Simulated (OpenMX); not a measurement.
Runs of OpenMX 3.8.5 on BeTe. It takes space group Cmmm (No. 65, orthorhombic). The conventional cell has a = 3.574 Å, b = 9.595 Å, c = 3.569 Å, α = 90.00°, β = 90.00°, γ = 90.00°. Be (site symmetry mmm) has 4 Te at 2.53 Å as nearest neighbours. Te (site symmetry mmm) has 4 Be at 2.53 Å as nearest neighbours. The cell was built by a generator and needn't be a form met in nature.

| cell | gap on the mesh (eV) | pressure (GPa) |
| --- | --- | --- |
| Cmmm, 30.6 Å³/atom | none | 0.9 |
| Cmmm, 28.15 Å³/atom | none | (a) |
| Cmmm, 29.37 Å³/atom | none | 2.7 |
| Cmmm, 26.93 Å³/atom | none | 8.0 |
| Cmmm, 33.05 Å³/atom | none | -1.7 |
| Cmmm, 31.82 Å³/atom | none | (b) |

Alike in all rows: task single point; level PBE; potentials or basis OpenMX 2013 PBE set, Be7.0-s2p2, Te7.0-s3p2d2f1, grid cutoff 500 Ry; no spin polarisation; k mesh 7 × 7 × 7; smearing fermi-dirac 0.05 eV.

Q: Estimate the missing entries.

A: (a) 5.2; (b) -0.5.

Caveats: the basis has few d functions beyond the semicore shells, which can make volumes several per cent too large; the basis of atomic orbitals isn't converged, which shifts pressures, moduli and gaps.

A k mesh can miss the band edges, and the runs leave out spin-orbit coupling on Te.

A gap of «none» marks a metal or a gap under the smearing width.
